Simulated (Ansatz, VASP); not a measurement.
## HgH: VASP beside Ansatz

```
CELL_PARAMETERS angstrom
3.16105 -7.00060 0.00000
3.16105 7.00060 0.00000
0.00000 0.00000 3.33328
ATOMIC_POSITIONS crystal
Hg 0.40667 0.59333 0.65443
Hg 0.90667 0.09333 0.84557
Hg 0.09333 0.90667 0.15443
Hg 0.59333 0.40667 0.34557
H 0.91453 0.58547 0.25000
H 0.08547 0.41453 0.75000
H 0.58547 0.91453 0.75000
H 0.41453 0.08547 0.25000
```

Alike in both runs: functional PBE; k mesh 4 × 4 × 6; occupations gaussian, width 0.1 eV; no spin polarisation.

Ansatz relaxed the structure, and its values are those at the end. VASP's run is a single point on that final structure, the one shown.

```csv
,VASP,Ansatz
version,VASP 6.6.1,Ansatz 0.2.0
potentials or method,"VASP PAW PBE potentials, release 64 (Hg, H)","scalar-relativistic, plane waves, PAW"
plane-wave cutoff (eV),520,420
valence electrons in the cell,52,84
```

```csv
,VASP,Ansatz,Ansatz less VASP
gap on the k mesh at the Fermi level (eV),none,none,-
pressure (GPa),0.1,-0.1,-0.23
rms of the force components (eV/Å),0.009,0.011,+0.0016
```

A gap of «none» marks a metal or a gap that the smearing closes. The functional is the same, so the differences come from potentials, cutoffs and numerics. The two sets of potentials don't hold the same shells in valence.

Spin-orbit coupling is left out, which matters for the levels of Hg.
